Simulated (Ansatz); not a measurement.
Runs of Ansatz 0.2.0 on TaN. Symmetry: Fm-3m, No. 225, cubic system. The conventional cell has a = 4.423 Å, b = 4.423 Å, c = 4.423 Å, α = 90.00°, β = 90.00°, γ = 90.00°. Ta (site symmetry m-3m) has 6 N at 2.21 Å as nearest neighbours. N (site symmetry m-3m) is surrounded by 6 Ta at 2.21 Å. The cell comes from a database or a generator and needn't be the stable form of this composition.

| task | level | potentials or basis | U | cell | cutoff (eV) | hubbard projectors | double counting | points for each segment of the path | pressure (GPa) | relaxed volume (Å³/atom) |
| --- | --- | --- | --- | --- | --- | --- | --- | --- | --- | --- |
| relaxation of cell and atoms | r2SCAN+U | Ansatz PAW | Ta d U = 8 eV | relaxed | 500 | ortho-atomic (the default) | fll (the default) | - | 0.0 | 10.90 |
| relaxation of cell and atoms | BPBE | Ansatz PAW | - | relaxed | 420 | - | - | - | 0.0 | (a) |
| band structure | LDA | JTH PAW LDA | - | as given | 1350 | - | - | 14 | -17.8 | - |
| relaxation of cell and atoms | r2SCAN+rVV10 | Ansatz PAW | - | relaxed | 500 | - | - | - | 0.0 | 10.55 |

Alike in all rows: no spin polarisation; k mesh 10 × 10 × 10; smearing fermi-dirac 0.05 eV.

Problem. Fill in the values left out.

Solution. (a) 10.76.

Caveats: the plane-wave basis is chosen anew once the cell has moved, so the energies of steps on either side of that aren't comparable (some runs); the PAW data sets come from PBE, with cores solved anew for the run's functional, which leaves a small shift of forces and pressure (some runs); so large a pressure means that the cell lies far from this level's equilibrium, or that cutoff or potentials fall short (some runs).

Runs at the PBE level aren't shown here.
